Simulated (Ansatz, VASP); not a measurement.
# Zn: VASP beside Ansatz

Contents of INCAR:

```
SYSTEM = Zn
ALGO     = Fast           ! electronic algorithm
EDIFF    = 1E-6           ! SCF threshold, eV
ENCUT    = 520            ! plane-wave cutoff, eV
GGA      = CA             ! functional
ISIF     = 2              ! what is computed and relaxed
ISMEAR   = -1             ! smearing method
LASPH    = .TRUE.         ! aspherical terms in the spheres
LCHARG   = .FALSE.        ! write CHGCAR
LREAL    = .FALSE.        ! projectors in reciprocal space
LWAVE    = .FALSE.        ! write WAVECAR
NBANDS   = 19             ! bands
NELM     = 80             ! most SCF steps
PREC     = Accurate       ! precision mode
SIGMA    = 0.05           ! smearing width, eV
```

Contents of KPOINTS:

```
k-points
0
G
  11 11 6
  0 0 0
```

Contents of POSCAR:

```
Zn
1.0
    2.6876826345      0.0000000000      0.0000000000
   -1.3438413173      2.3276014388      0.0000000000
    0.0000000000      0.0000000000      4.9988883757
Zn
2
Direct
    0.6666666667      0.3333333333      0.7500000000
    0.3333333333      0.6666666667      0.2500000000
```

File input.yaml:

```yaml
crystal:
  lattice:
    - [2.6876826345, 0.0, 0.0]
    - [-1.3438413173, 2.3276014388, 0.0]
    - [0.0, 0.0, 4.9988883757]
  atoms:
    - { symbol: Zn, position: [0.6666666667, 0.3333333333, 0.75] }
    - { symbol: Zn, position: [0.3333333333, 0.6666666667, 0.25] }
kpoints:
  mp_grid: { grid: [11, 11, 6] }
scf:
  occupations: { method: fermi_dirac, width: 0.05 }
hamiltonian:
  xc: lda
  pseudopotentials: { kind: all_electron, lapw: { basis_error: 0.001 } }
output:
  forces: true
  stress: true
  eigenvalues: true
```

Change from the starting cell: volume scaled by 1.02.

Alike in both runs: task single point; functional LDA; k mesh 11 × 11 × 6; occupations fermi-dirac, width 0.05 eV; no spin polarisation.

|  | VASP | Ansatz |
| --- | --- | --- |
| version | VASP 6.6.1 | Ansatz 0.2.0 |
| potentials or method | VASP PAW LDA potentials, release 64 (Zn) | all-electron LAPW, scalar-relativistic |
| plane-wave cutoff (eV) | 520 | see its input |

VASP gave:

- gap on the k mesh at the Fermi level (eV): none
- pressure (GPa): -9.6
- largest component of the traceless stress (GPa): 1.28

Question: What did Ansatz give for the same quantities?

Answer: gap on the k mesh at the Fermi level (eV): none; pressure (GPa): -10.1; largest component of the traceless stress (GPa): 1.43.

A gap of «none» marks a metal or a gap that the smearing closes. Ansatz ran all-electron here, so the differences hold the error of VASP's frozen core and of both bases.
